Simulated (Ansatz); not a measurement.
# Elastic constants of NbH$_{2}$: input and output

These are results of Ansatz 0.2.0, DFT PBEsol, scalar-relativistic, plane waves, PAW, not measurements.

Launched with:
```bash
ansatz run input.yaml --threads 1 --pin off --max-ram 3072MiB --backend cpu --events-out ev --progress --plain --runs-dir out
```

Input (bare energies are in eV):
```yaml
crystal:
  lattice:
    - [0.0, 2.2603198957, 2.2603198957]
    - [2.2603198957, 0.0, 2.2603198957]
    - [2.2603198957, 2.2603198957, 0.0]
  atoms:
    - { symbol: Nb, position: [0.0, 0.0, 0.0] }
    - { symbol: H, position: [0.25, 0.25, 0.25] }
    - { symbol: H, position: [0.75, 0.75, 0.75] }
basis:
  ecutwfc: 420
kpoints:
  mp_grid: { grid: [16, 16, 16] }
hamiltonian:
  xc: pbesol
scf:
  occupations: { method: fermi_dirac, width: 0.15 }
output:
  forces: true
  stress: true
  eigenvalues: true
elastic:
  mode: relaxed_ion
  amplitude: 0.005
  stencil: two_point
```

From the output:
```
--- Elastic constants: 2 strain directions × 2 members + reference (group order 48) ---
  dense FFT box of the reference and of every strained cell: 24×24×24
  strains applied: 11, 23; error gains: componentwise 1.00 (the most a stress slope's error grows in a printed constant), spectral 1.73 (1 for all six strains in a standard setting)
  C = ∂σ_k/∂η_j (tension-positive GPa; Voigt order 11 22 33 23 13 12):
       280.409    145.458    145.458      0.000      0.000     -0.000
       145.458    280.409    145.458     -0.000      0.000      0.000
       145.458    145.458    280.409      0.000     -0.000     -0.000
         0.000     -0.000     -0.000     86.254     -0.000     -0.000
        -0.000      0.000      0.000      0.000     86.254      0.000
        -0.000      0.000      0.000     -0.000     -0.000     86.254
  reference stress σ⁰ (GPa):      0.000      0.000      0.000      0.000     -0.000      0.000
  C* (energy form; C + prestress term) asymmetry max|C*_kj − C*_jk| = 8.527e-14 GPa — a small one proves nothing (zero by symmetry where the batch's group is 432, −43m or m−3m); a large one is finite-difference/SCF noise where every solve ...
  moduli (Voigt/Reuss/Hill, GPa): K = 190.44/190.44/190.44   G = 78.74/77.61/78.18   E = 206.31   ν = 0.319
  mechanically stable: yes (min eigenvalue of sym C = 86.25 GPa)
  strain η (Voigt 11):  stress-route row diagonal C_11 = 280.41 GPa, energy-path curvature d²(F+E_count+ΔE)/dδ²/Ω₀ = 280.37 GPa
         δ    σ_11 (GPa) F (eV) n_scf n_hpsi n_pw
    -5.000e-3      -1.4151       -4527.7388379       7   77333    463   relax 0 steps, max|allowed force component| 1.73e-18 eV/Å
     5.000e-3       1.3890       -4527.7388478       6   68056    467   relax 0 steps, max|allowed force component| 1.77e-18 eV/Å
  strain η (Voigt 23):  stress-route row diagonal C_44 = 86.25 GPa, energy-path curvature d²(F+E_count+ΔE)/dδ²/Ω₀ = 86.21 GPa
         δ    σ_23 (GPa) F (eV) n_scf n_hpsi n_pw
    -5.000e-3      -0.4313       -4527.7391937       2   77939    466   relax 3 steps, max|allowed force component| 4.19e-7 eV/Å
     5.000e-3       0.4313       -4527.7391937       2   77907    466   relax 2 steps, max|allowed force component| 1.20e-6 eV/Å
```

The run took 74 s on 1 thread of Arm Neoverse V1, with other jobs on the host, peak memory 0.47 GiB.

In a metal, frequencies and elastic constants depend on the k mesh and the smearing, soft modes and shear constants most.